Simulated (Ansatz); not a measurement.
MnSb: relaxation of cell and atoms

Level of theory: DFT, PBE, PAW with Ansatz's default frozen-core files, scalar-relativistic (Ansatz 0.2.0).

Command: `ansatz run input.yaml --threads 1 --pin off --max-ram 3072MiB --backend cpu --events-out ev --progress --plain --runs-dir out` The run took about 42 s on 1 thread of a shared machine.

```yaml
crystal:
  lattice:
    - [0.0, 3.0625278415, 3.0625278415]
    - [3.0625278415, 0.0, 3.0625278415]
    - [3.0625278415, 3.0625278415, 0.0]
  atoms:
    - { symbol: Mn, position: [0.0, 0.0, 0.0], spin: 4.0 }
    - { symbol: Sb, position: [0.25, 0.25, 0.25] }
magnetization:
  spin_polarized: true
kpoints:
  mp_grid: { grid: [10, 10, 10] }
scf:
  occupations: { method: fermi_dirac, width: 0.03 }
hamiltonian:
  xc: pbe
  pseudopotentials: { kind: paw }
output:
  forces: true
  stress: true
relax:
  f_tol: 0.005
  max_steps: 80
  cell: {}
```

Spin–orbit coupling is left out, though it moves levels of the heavy atoms by tenths of an eV or more.

The run is spin-polarised from parallel moments and ends with 4.00 μB in the cell; other orders may lie lower.

The cell is built from the zincblende type as a first guess.

The cutoff is 420 eV; energies and pressures of the walk include the program's estimate of the Pulay term.

Each frame lists the cell vectors (Å), then Cartesian positions (Å); symmetry keeps all forces zero. Free energies count from the first step, -10382.4474 eV.

The walk took 4 evaluations in all; steps that aren't listed are left out.

Step 1: E = 0.0 meV, P = 1.28 GPa

```
cell 0.0000 3.0625 3.0625 3.0625 0.0000 3.0625 3.0625 3.0625 0.0000
Mn    0.0000    0.0000    0.0000
Sb    1.5313    1.5313    1.5313
```

Step 2: E = -5.2 meV, P = -0.29 GPa

```
cell 0.0000 3.0965 3.0965 3.0965 0.0000 3.0965 3.0965 3.0965 0.0000
Mn    0.0000    0.0000    0.0000
Sb    1.5482    1.5482    1.5482
```

(1) How does the relaxation end?

Results:

(1) It converges, with a = 6.180 Å, b = 6.180 Å, c = 6.180 Å, α = 90.00°, β = 90.00°, γ = 90.00° (conventional cell, space group F-43m). The last solve (on a basis chosen afresh for the final cell, so its energy is not quite comparable) gives E = -6.0 meV, P = -0.02 GPa:
```
cell 0.0000 3.0901 3.0901 3.0901 0.0000 3.0901 3.0901 3.0901 0.0000
Mn    0.0000    0.0000    0.0000
Sb    1.5450    1.5450    1.5450
```
